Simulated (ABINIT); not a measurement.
Set up this calculation in ABINIT 10.8.3 (patched build), as the native input.

```
Task                : single point
Functional          : PBE
Potentials or basis : PseudoDojo NC SR PBE v0.5 standard
Cutoff              : 490 eV
k mesh              : 11 × 11 × 11
Occupations         : fermi-dirac, width 0.05 eV
Spin                : no spin polarisation
```

The system is Si.

```xyz
2
Lattice="-2.3714 2.3714 1.3293 2.3714 -2.3714 1.3293 2.3714 2.3714 -1.3293" Properties=species:S:1:pos:R:3 pbc="T T T"
Si    0.0000    0.0000    1.3293
Si    2.3714    0.0000    0.6646
```

This isn't the form of Si at room conditions, which is diamond.

One way to write it, as run:

run.abi

```
# Pseudopotentials
pp_dirpath "./"
pseudos "Si.upf"

# Structure
acell 6.8171093202 6.8171093202 6.8171093202
rprim
    -0.6573525500     0.6573525500     0.3684769329
     0.6573525500    -0.6573525500     0.3684769329
     0.6573525500     0.6573525500    -0.3684769329
ntypat 1
znucl 14
natom 2
typat 1 1
xcart
     0.0000000000     0.0000000000     1.3292653899
     2.3713723045     0.0000000000     0.6646326950 Angstrom

# Plane-wave basis
ecut 18.0

# k points
kptopt 1
ngkpt 11 11 11
nshiftk 1
shiftk 0.0 0.0 0.0

# Exchange and correlation
ixc 11

# Bands and occupations
nband 8
occopt 3
tsmear 0.00183747

# SCF cycle
nstep 100
tolvrs 1.0e-10

# Output
iomode 3
prtwf 0
prteig 0
prtebands 0
enunit 2
prtden 1
prtvha 1
prtvclmb 1
prtpot 1
prtelf 1
```

Potentials or basis: PseudoDojo NC SR PBE v0.5 standard.

Launch:

```sh
$ abinit run.abi > log 2>&1
```

It gave:

The pressure is 3.2 GPa, the band gap on the k mesh is none (metal or under the smearing width) and the valence electrons inside the program's atomic spheres are Si 1.73, 1.74 (radii [1.0584] Å).

It took 15 s on 1 thread of Arm Neoverse V2 (shared host), peak memory 0.07 GiB.
